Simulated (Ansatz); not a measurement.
**ScAl: computed properties**

These are results of Ansatz 0.2.0, DFT r2SCAN, scalar-relativistic, plane waves, PAW, not measurements.

Cutoff 500 eV; k points 12×12×12 on the computed 2-atom cell (Γ-centred); Gaussian smearing, width 0.10 eV; no spin polarisation.

The structure is relaxed at this level of theory with its symmetry kept. Whether it is the stable form of this composition wasn't checked.

```xyz
2
Lattice="3.3691 0.0000 0.0000 0.0000 3.3691 0.0000 0.0000 0.0000 3.3691" Properties=species:S:1:pos:R:3 pbc="T T T"
Sc    1.6845    1.6845    1.6845
Al    0.0000    0.0000    0.0000
```

Task: Density of states at the Fermi level?

Result: 0.71 states/eV per cell.

Task: Löwdin character within 0.5 eV of the Fermi level?

Result: Sc 3d 75 %, Al 3p 12 %, Sc 4s 7 %.

Task: Bulk modulus?

Result: 82 GPa.

Task: Its pressure derivative?

Result: 4.0.

Task: Bader charges (e)?

Result: Sc (1 in the cell) 1.28, Al (1 in the cell) -1.28.